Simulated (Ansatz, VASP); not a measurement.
**One calculation of S, two programs**

```
S
1.0
     5.36121    3.09530    1.39495
    -5.36121    3.09530    1.39495
     0.00000   -6.19060    1.39495
S
6
Direct
  0.25520 0.14856 0.91424
  0.91424 0.25520 0.14856
  0.14856 0.91424 0.25520
  0.74480 0.85144 0.08576
  0.08576 0.74480 0.85144
  0.85144 0.08576 0.74480
```

This isn't the form of S at room conditions, which is orthorhombic, of S8 rings.

Alike in both runs: task single point; functional PBE; k mesh 4 × 4 × 4; no spin polarisation.

```csv
,VASP,Ansatz
version,VASP 6.6.1,Ansatz 0.2.0
potentials or method,"VASP PAW PBE potentials, release 64 (S)","plane waves, PAW"
plane-wave cutoff (eV),520,420
occupations,"gaussian, width 0.01 eV",fixed
valence electrons in the cell,36,36
```

```csv
,VASP,Ansatz,Ansatz less VASP
gap on the k mesh at the Fermi level (eV),1.94,1.89,-0.048
pressure (GPa),1.8,2.4,+0.57
largest component of the traceless stress (GPa),0.23,0.03,-0.199
rms of the force components (eV/Å),0.027,0.107,+0.0802
```

Atom by atom the forces differ by 0.081 eV/Å (rms over components).

A k mesh can miss the band edges.
